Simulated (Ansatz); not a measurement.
Input and command of a plane-wave DFT calculation in Ansatz:

```yaml
crystal:
  lattice:
    - [0.0, 2.0346814308, 2.0843078071]
    - [2.0346814308, 0.0, 2.0843078071]
    - [2.0346814308, 2.0346814308, 0.0]
  atoms:
    - { symbol: Pt, position: [0.0, 0.0, 0.0] }
basis:
  ecutwfc: 420
kpoints:
  mp_grid: { grid: [26, 26, 26] }
hamiltonian:
  xc: pbe
scf:
  occupations: { method: gaussian, width: 0.15 }
output:
  forces: true
  stress: true
  eigenvalues: true
```

```bash
ansatz run input.yaml --threads 2 --pin off --max-ram 5120MiB --backend cpu --events-out ev --progress --plain --runs-dir out
```

Processor: Intel(R) Xeon(R) Processor @ 2.70GHz, 2 threads, on a host shared with other jobs.

Task: Estimate time, memory and problem size.

Result: About 6.5 s on 2 threads of Intel(R) Xeon(R) Processor @ 2.70GHz, with other jobs on the host, peak memory 0.57 GiB. It solves 13 bands at 1330 k points (the mesh reduced by the symmetry that the task leaves, which can be less than the crystal's) with about 331 plane waves, in 6 SCF iterations.
